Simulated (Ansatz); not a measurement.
# Ge, fcc: how the functional moves the structure

All rows: Ansatz, plane waves with scalar-relativistic PAW, 420 eV (500 eV for the SCAN forms), relaxed under each functional, no dispersion correction, no zero-point motion. B₀ comes from uniform scaling at fixed shape; a dash is a value not given.

```
functional  V (Å³/atom)         cell  B₀ (GPa)     magnetic state  ΔE to diamond (meV/atom)
       PBE        19.56  a = 4.277 Å        61  spin not included                       329
    r²SCAN        18.95  a = 4.232 Å        65  spin not included                       582
    PBEsol        18.51  a = 4.199 Å        72  spin not included                       275
       LDA        18.11  a = 4.169 Å        75  spin not included                       312
    revPBE        19.93  a = 4.304 Å        58  spin not included                       346
      RPBE        20.07  a = 4.314 Å        57  spin not included                       354
      BLYP        21.83  a = 4.436 Å        48  spin not included                       502
```

LDA gives the smallest volume and BLYP the largest.
